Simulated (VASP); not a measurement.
# W (Im-3m) in VASP: notebook

Runs on W. Level: PBE. Tasks: relaxation of cell and atoms.

Program: VASP 6.6.1. These are calculated values, not measurements. Logs are shortened: lines on timing, memory, paths and dates and some standing lists are left out, and cuts for length are marked.

### Step 1. The structure

The structure is cubic, space group Im-3m (No. 229). Conventional cell: a = 3.165 Å, b = 3.165 Å, c = 3.165 Å, α = 90.00°, β = 90.00°, γ = 90.00°. Around W (site symmetry m-3m) lie 8 W at 2.74 Å.

### Step 2. Relaxation of cell and atoms, PBE

The input, INCAR:

```
PREC = Accurate
ENCUT = 520
EDIFF = 1E-7
ISMEAR = 0
SIGMA = 1.0
LREAL = F
LASPH = T
NELM = 60
ALGO = Normal
ISIF = 3
LWAVE = F
LCHARG = F
GGA = PE
IBRION = 2
NSW = 80
EDIFFG = -0.002
```

The input, KPOINTS:

```
Automatic mesh
0
Gamma
  18 18 18
```

The input, POSCAR:

```
W
1.0
   -1.5823450000      1.5823450000      1.5823450000
    1.5823450000     -1.5823450000      1.5823450000
    1.5823450000      1.5823450000     -1.5823450000
W
1
Direct
    0.0000000000      0.0000000000      0.0000000000
```

Potentials or basis: VASP PAW PBE potentials, release 64 (W_sv).

Started as:

```console
$ cat potpaw_PBE.64/W_sv/POTCAR > POTCAR
$ mpirun -np 1 vasp_std > vasp.out
```

OUTCAR:

```text
PREC = Accurate
   ENCUT = 520
   EDIFF = 1E-7
   ISMEAR = 0
   LREAL = F
   LASPH = T
   NELM = 60
   ISIF = 3
   GGA = PE
   IBRION = 2
   NSW = 80
   EDIFFG = -0.002

 ion  position               nearest neighbor table
   1  0.000  0.000  0.000-

  LATTYP: Found a body centered cubic cell.
 ALAT       =     3.1646900000

  Lattice vectors:

 A1 = (  -1.5823450000,   1.5823450000,   1.5823450000)
 A2 = (   1.5823450000,  -1.5823450000,   1.5823450000)
 A3 = (   1.5823450000,   1.5823450000,  -1.5823450000)

Analysis of symmetry for initial positions (statically):
=====================================================================
 Subroutine PRICEL returns:
 Original cell was already a primitive cell.

 Routine SETGRP: Setting up the symmetry group for a
 body centered cubic supercell.

 Subroutine GETGRP returns: Found 48 space group operations
 (whereof 48 operations were pure point group operations)
 out of a pool of 48 trial point group operations.

The static configuration has the point symmetry O_h .

Analysis of symmetry for dynamics (positions and initial velocities):
=====================================================================
 Subroutine PRICEL returns:
 Original cell was already a primitive cell.

 Routine SETGRP: Setting up the symmetry group for a
 body centered cubic supercell.

 Subroutine GETGRP returns: Found 48 space group operations
 (whereof 48 operations were pure point group operations)
 out of a pool of 48 trial point group operations.

The dynamic configuration has the point symmetry O_h .

 Subroutine INISYM returns: Found 48 space group operations
 (whereof 48 operations are pure point group operations),
 and found     1 'primitive' translations

----------------------------------------------------------------------------------------

                                     Primitive cell

  volume of cell :      15.8476

  direct lattice vectors                    reciprocal lattice vectors
    -1.582345000  1.582345000  1.582345000     0.000000000  0.315986716  0.315986716
     1.582345000 -1.582345000  1.582345000     0.315986716  0.000000000  0.315986716
     1.582345000  1.582345000 -1.582345000     0.315986716  0.315986716  0.000000000

  length of vectors
     2.740701935  2.740701935  2.740701935     0.446872699  0.446872699  0.446872699

  position of ions in fractional coordinates (direct lattice)
     0.000000000  0.000000000  0.000000000

  ion indices of the primitive-cell ions
   primitive index   ion index
                 1           1

----------------------------------------------------------------------------------------

 KPOINTS: Automatic mesh

Automatic generation of k-mesh.
 Grid dimensions read from file:
 generate k-points for:   18   18   18

 Generating k-lattice:

  Cartesian coordinates                     Fractional coordinates (reciprocal lattice)
     0.000000000  0.017554818  0.017554818     0.055555556  0.000000000  0.000000000
     0.017554818  0.000000000  0.017554818     0.000000000  0.055555556  0.000000000
     0.017554818  0.017554818  0.000000000     0.000000000  0.000000000  0.055555556

  Length of vectors
     0.024826261  0.024826261  0.024826261

  Shift w.r.t. Gamma in fractional coordinates (k-lattice)
     0.000000000  0.000000000  0.000000000

 Subroutine IBZKPT returns following result:
 ===========================================

 Found    195 irreducible k-points:

 Following reciprocal coordinates:
            Coordinates               Weight
  0.000000  0.000000  0.000000      1.000000
  0.055556  0.000000  0.000000     12.000000
  0.111111  0.000000  0.000000     12.000000
  0.166667  0.000000  0.000000     12.000000
  0.222222  0.000000  0.000000     12.000000
  0.277778  0.000000  0.000000     12.000000
[... 16 lines left out ...]
  0.333333  0.111111 -0.000000     48.000000
  0.388889  0.111111  0.000000     48.000000
 [... further k-points ...]
   k-points           NKPTS =    195   k-points in BZ     NKDIM =    195   number of bands    NBANDS=     11
   number of dos      NEDOS =    301   number of ions     NIONS =      1
   total plane-waves  NPLWV =   8000
   dimension x,y,z NGX =    20 NGY =   20 NGZ =   20
   dimension x,y,z NGXF=    40 NGYF=   40 NGZF=   40
   ions per type =               1
   NGX,Y,Z   is equivalent  to a cutoff of  12.13, 12.13, 12.13 a.u.
   NGXF,Y,Z  is equivalent  to a cutoff of  24.26, 24.26, 24.26 a.u.
 SYSTEM =  unknown system
   PREC   = accura    normal or accurate (medium, high low for compatibility)
   ISTART =      0    job   : 0-new  1-cont  2-samecut
   ICHARG =      2    charge: 1-file 2-atom 10-const
   ISPIN  =      1    spin polarized calculation?
   LNONCOLLINEAR =      F non collinear calculations
   LSORBIT =      F    spin-orbit coupling
   LASPH  =      T    aspherical Exc in radial PAW
   ENCUT  =  520.0 eV  38.22 Ry    6.18 a.u.   5.10  5.10  5.10*2*pi/ulx,y,z
   NELM   =     60;   NELMIN=  2; NELMDL= -5     # of ELM steps
   EDIFF  = 0.1E-06   stopping-criterion for ELM
   LREAL  =      F    real-space projection
   EDIFFG = -.2E-02   stopping-criterion for IOM
   NSW    =     80    number of steps for IOM
   IBRION =      2    ionic relax: 0-MD 1-quasi-New 2-CG
   NFREE  =      1    steps in history (QN), initial steepest desc. (CG)
   ISIF   =      3    stress and relaxation
   ISYM   =      2    0-nonsym 1-usesym 2-fastsym
   POTIM  = 0.5000    time-step for ionic-motion
   TEBEG  =    0.0;   TEEND  =   0.0 temperature during run
   PSTRESS=    0.0 pullay stress
   NELECT =      14.0000    total number of electrons
   NUPDOWN=      -1.0000    fix difference up-down
   EMIN   =  10.00;   EMAX   =-10.00  energy-range for DOS
   EFERMI =   0.00;   METHOD = LEGACY
   ISMEAR =     0;   SIGMA  =   1.00  broadening in eV -4-tet -1-fermi 0-gaus
   EFERMI_NEDOS =   21; number of points for ismear=-14 and -15
   IALGO  =     38    algorithm
   IMIX   =      4    mixing-type and parameters
     AMIX     =   0.40;   BMIX     =  1.00
     AMIX_MAG =   1.60;   BMIX_MAG =  1.00
  volume/ion in A,a.u.               =      15.85       106.94
  Fermi-wavevector in a.u.,A,eV,Ry     =   1.570832  2.968442 33.572544  2.467512
  Thomas-Fermi vector in A             =   2.672506
   LORBIT       =      0    0 simple, 1 ext, 2 COOP (PROOUT), +10 PAW based schemes
   GGA     = PE    functional components
   LHFCALC =     F    Hartree Fock is set to
   AEXX    =    0.0000 exact exchange contribution
   IVDW    =     0    specifies the selected vdW correction
   LEPSILON=     F    determine dielectric tensor
   LRPA    =     F    only Hartree local field effects (RPA)
 conjugate gradient relaxation of ions
 non-spin polarized calculation
 Gauss-broadening in eV      SIGMA  =   1.00
  energy-cutoff  :      520.00
  volume of cell :       15.85
 maximum number of plane-waves:       440
   NGX = 11   NGY = 11   NGZ = 11

--------------------------------------- Ionic step        1  -------------------------------------------

 number of electron      14.0000004 magnetization

 Free energy of the ion-electron system (eV)
  ---------------------------------------------------
  ext. energy  EPLUGINS =         0.00000000
  ---------------------------------------------------
  free energy    TOTEN  =       -13.07266614 eV

  energy without entropy =      -12.80000401  energy(sigma->0) =      -12.93633507

------------------------ aborting loop because EDIFF is reached ----------------------------------------

  FORCE on cell =-STRESS in cart. coord.  units (eV):
  Direction    XX          YY          ZZ          XY          YZ          ZX
  --------------------------------------------------------------------------------------
  -------------------------------------------------------------------------------------
  Total        0.7040398      0.7040398      0.7040398      0.0000000     -0.0000000      0.0000000
  in kB       71.1777555     71.1777555     71.1777555      0.0000000     -0.0000000      0.0000000
  external PRESSURE =      71.1777555 kB  Pullay stress =       0.0000000 kB
[... 20 lines left out ...]
  energy  without entropy=      -12.8000040094  energy(sigma->0) =      -12.93633507

--------------------------------------- Ionic step        2  -------------------------------------------

 number of electron      14.0000002 magnetization

 E-fermi :   9.9544     XC(G=0): -13.0787

 val. band max:        9.9434776642   @ k =  -0.2778   0.2778   0.1667
 cond. band min:       9.9545780927   @ k =   0.5000   0.5000   0.0556
 fundamental gap:      0.0111004284
 Fermi energy:         9.9544490802

 k-point     1 :       0.0000    0.0000    0.0000
  band No.  band energies     occupation
      1     -64.2341      2.00000
      2     -27.9248      2.00000
      3     -27.9248      2.00000
      4     -27.9248      2.00000
      5       0.9753      2.00000
      6       8.9911      1.82693
      7       8.9911      1.82693
      8       8.9911      1.82693
      9      12.0927      0.00250
     10      12.0927      0.00250
     11      24.3259      0.00000
[... 389 lines left out ...]
  energy  without entropy=      -12.8001839187  energy(sigma->0) =      -12.94039473

--------------------------------------- Ionic step        4  -------------------------------------------

 number of electron      13.9999999 magnetization

 Free energy of the ion-electron system (eV)
  ---------------------------------------------------
  ext. energy  EPLUGINS =         0.00000000
  ---------------------------------------------------
  free energy    TOTEN  =       -13.08061437 eV

  energy without entropy =      -12.80044024  energy(sigma->0) =      -12.94052731

 E-fermi :  11.0300     XC(G=0): -13.5090

 val. band max:       11.0122906133   @ k =  -0.1667   0.1667   0.1111
 cond. band min:      11.0732287170   @ k =  -0.4444   0.5000   0.2778
 fundamental gap:      0.0609381036
 Fermi energy:        11.0299547690

 k-point     1 :       0.0000    0.0000    0.0000
  band No.  band energies     occupation
      1     -63.0602      2.00000
      2     -26.6584      2.00000
      3     -26.6584      2.00000
      4     -26.6584      2.00000
      5       1.6065      2.00000
      6       9.9409      1.87647
      7       9.9409      1.87647
      8       9.9409      1.87647
      9      13.3413      0.00108
     10      13.3413      0.00108
     11      25.5812      0.00000
[... 350 lines left out ...]
  FREE ENERGIE OF THE ION-ELECTRON SYSTEM (eV)
  ---------------------------------------------------
  free  energy   TOTEN  =       -13.0806143744 eV

  energy  without entropy=      -12.8004402438  energy(sigma->0) =      -12.94052731

 reached required accuracy - stopping structural energy minimisation
```

Run time: 63 s. Hardware: 1 thread of Intel Xeon Platinum 8488C (Sapphire Rapids), shared host; peak memory 0.15 GiB.

What came out:

```yaml
Free_energy: -13.0806 eV
Relaxed_volume: 16.21 Å³/atom
Relaxed_cell: a = 2.762 Å, b = 2.762 Å, c = 2.762 Å, α = 109.47°, β = 109.47°, γ = 109.47°
Space_group_after_relaxing_to_0.05_Å: Im-3m (No. 229)
Energy_gained_by_relaxing: 7.9 meV/atom
Ionic_steps: 4
Pressure_after_relaxing: 0.0 GPa
Band_gap_on_the_k_mesh: none (metal or under the smearing width)
```

The path:
```csv
step,energy change (eV),largest force (eV/Å),pressure (GPa),volume (Å³)
1,0.0000,0.0000,7.12,15.85
2,0.0766,0.0000,-19.37,17.52
3,-0.0079,0.0000,-0.22,16.23
4,-0.0079,0.0000,-0.01,16.21
```

Final structure:
```cif
data_structure
_symmetry_space_group_name_H-M 'P 1'
_symmetry_Int_Tables_number 1
_cell_length_a 2.7617
_cell_length_b 2.7617
_cell_length_c 2.7617
_cell_angle_alpha 109.471
_cell_angle_beta 109.471
_cell_angle_gamma 109.471
_cell_volume 16.21
loop_
_atom_site_label
_atom_site_type_symbol
_atom_site_fract_x
_atom_site_fract_y
_atom_site_fract_z
_atom_site_occupancy
W1 W 0.00000 0.00000 0.00000 1
```

Levels at points of the mesh, in eV from the Fermi level:
| k point | band 5 | band 6 | band 7 | band 8 | band 9 | band 10 |
| --- | --- | --- | --- | --- | --- | --- |
| (0.00, 0.00, 0.00) | -9.42 | -1.09 | -1.09 | -1.09 | 2.31 | 2.31 |
| (0.50, 0.00, 0.00) | -6.04 | -3.36 | 0.69 | 2.19 | 3.15 | 6.06 |
| (0.50, 0.50, 0.50) | -5.56 | -5.56 | 5.11 | 5.11 | 5.11 | 8.16 |

Spin-orbit coupling is left out, which matters for the levels of W. PBE usually gives volumes a little too large and moduli too small.

### Step 3. Relaxation of cell and atoms, PBE

This run uses another cell than the first one, of 16.21 Å³/atom, 1.023 times its volume.

INCAR is that of step 2.

KPOINTS is that of step 2.

The input, POSCAR:

```
W                                       
1.0
   -1.5944495532      1.5944495532      1.5944495532
    1.5944495532     -1.5944495532      1.5944495532
    1.5944495532      1.5944495532     -1.5944495532
  W             
     1
Direct
     0.0000000000000000    0.0000000000000000    0.0000000000000000
```

Potentials or basis: VASP PAW PBE potentials, release 64 (W_sv).

Started as:

```console
$ cat potpaw_PBE.64/W_sv/POTCAR > POTCAR
$ mpirun -np 1 vasp_std > vasp.out
```

Wall time 26 s (1 thread of Intel Xeon Platinum 8488C (Sapphire Rapids), shared host); peak memory 0.17 GiB.

It converged, with:

| Item | Value |
| --- | --- |
| Free energy | -13.0808 eV |
| Pressure after relaxing | 0.0 GPa |
| Band gap on the k mesh | none (metal or under the smearing width) |

Final structure:
```
W
1.0
    -1.59445    1.59445    1.59445
     1.59445   -1.59445    1.59445
     1.59445    1.59445   -1.59445
W
1
Direct
  0.00000 0.00000 0.00000
```

Levels at points of the mesh, in eV from the Fermi level:
```tsv
k point	band 5	band 6	band 7	band 8	band 9	band 10
(0.00, 0.00, 0.00)	-9.42	-1.09	-1.09	-1.09	2.31	2.31
(0.50, 0.00, 0.00)	-6.04	-3.36	0.69	2.19	3.15	6.06
(0.50, 0.50, 0.50)	-5.56	-5.56	5.11	5.11	5.11	8.16
```

Caveat: the relaxation stopped at its first step, so nothing moved.
